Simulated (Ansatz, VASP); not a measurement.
# CdS: VASP beside Ansatz

```
Cd S
1.0
     0.00000    2.78948    2.78948
     2.78948    0.00000    2.78948
     2.78948    2.78948    0.00000
Cd S
1 1
Cartesian
  0.0000 0.0000 0.0000
  2.7895 2.7895 2.7895
```

Change from the starting cell: volume scaled by 1.04.

Alike in both runs: task single point; functional PBE; k mesh 8 × 8 × 8; occupations fermi-dirac, width 0.05 eV; no spin polarisation.

|  | VASP | Ansatz |
| --- | --- | --- |
| version | VASP 6.6.1 | Ansatz 0.2.0 |
| potentials or method | VASP PAW PBE potentials, release 64 (Cd, S) | Ansatz PAW |
| plane-wave cutoff (eV) | 520 | 420 |
| valence electrons in the cell | 18 | 26 |

|  | VASP | Ansatz | Ansatz less VASP |
| --- | --- | --- | --- |
| gap on the k mesh at the Fermi level (eV) | 0.25 | 0.26 | +0.006 |
| least direct gap on the mesh (eV) | 1.29 | 1.31 | +0.021 |
| pressure (GPa) | -2.6 | -2.9 | -0.30 |

The two sets of potentials don't hold the same shells in valence.

A k mesh can miss the band edges.
